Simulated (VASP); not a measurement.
**Si: relaxation of cell and atoms with PBE**

Si:

```
Si
1.0
     2.69424    0.00000    0.00000
    -1.34712    2.33328    0.00000
     0.00000    0.00000    4.56406
Si
2
Cartesian
  0.0000 1.5555 1.1410
  1.3471 0.7778 3.4230
```

This isn't the form of Si at room conditions, which is diamond.

```yaml
Program: VASP 6.6.1
Task: relaxation of cell and atoms
Functional: PBE
Potentials_or_basis: VASP PAW PBE potentials, release 64 (Si)
Cutoff: 520 eV
k_mesh: 20 × 20 × 11
Occupations: gaussian, width 0.1 eV
Spin: no spin polarisation
Further_INCAR_settings: ALGO = Normal; EDIFF = 1e-07; IBRION = 2; POTIM = 0.3; EDIFFG = -0.005; NSW = 60; ISIF = 3
```

```json
{"Relaxed volume": "14.35 Å³/atom", "Relaxed cell": "a = 2.720 Å, b = 2.720 Å, c = 4.480 Å, α = 90.00°, β = 90.00°, γ = 120.00°", "Space group after relaxing (to 0.05 Å)": "P6_3/mmc (No. 194)", "Energy gained by relaxing": "0.5 meV/atom", "Ionic steps": "22", "Pressure after relaxing": "0.0 GPa", "Band gap on the k mesh": "none (metal or under the smearing width)"}
```

The path:
```tsv
step	energy change (eV)	largest force (eV/Å)	pressure (GPa)	volume (Å³)
1	0.0000	0.0000	-0.01	28.69
2	0.0000	0.0000	0.00	28.69
3	0.0000	0.0000	0.01	28.68
4	0.0000	0.0000	0.04	28.67
5	-0.0001	0.0000	0.11	28.65
6	-0.0003	0.0000	0.26	28.61
7	-0.0006	0.0000	0.57	28.52
8	-0.0006	0.0000	0.47	28.55
9	-0.0007	0.0000	0.53	28.53
10	-0.0006	0.0000	0.54	28.53
11	-0.0006	0.0000	0.54	28.53
12	-0.0007	0.0000	0.54	28.53
13	-0.0007	0.0000	0.54	28.53
14	-0.0007	0.0000	0.55	28.53
15	-0.0007	0.0000	0.54	28.53
16	-0.0007	0.0000	0.54	28.53
17	-0.0007	0.0000	0.51	28.54
18	-0.0007	0.0000	0.47	28.55
19	-0.0008	0.0000	0.39	28.58
20	-0.0009	0.0000	0.22	28.63
21	-0.0009	0.0000	-0.11	28.74
22	-0.0010	0.0000	0.00	28.70
```

Final structure:
```cif
data_structure
_symmetry_space_group_name_H-M 'P 1'
_symmetry_Int_Tables_number 1
_cell_length_a 2.7201
_cell_length_b 2.7201
_cell_length_c 4.4797
_cell_angle_alpha 90.000
_cell_angle_beta 90.000
_cell_angle_gamma 120.000
_cell_volume 28.70
loop_
_atom_site_label
_atom_site_type_symbol
_atom_site_fract_x
_atom_site_fract_y
_atom_site_fract_z
_atom_site_occupancy
Si1 Si 0.33333 0.66667 0.25000 1
Si2 Si 0.66667 0.33333 0.75000 1
```

Levels at points of the mesh, in eV from the Fermi level:
| k point | band 1 | band 2 | band 3 | band 4 | band 5 | band 6 | band 7 | band 8 |
| --- | --- | --- | --- | --- | --- | --- | --- | --- |
| (0.00, 0.00, 0.00) | -14.52 | -7.75 | -7.03 | 8.33 | 8.33 | 9.76 | 9.76 | 11.20 |
| (0.50, 0.00, 0.00) | -8.40 | -7.72 | -1.61 | -1.60 | -1.29 | 0.02 | 3.33 | 5.56 |

Wall time 4.1 min on 1 thread of AMD EPYC 7R13 Processor (Zen 3) (shared host), peak memory 0.14 GiB.
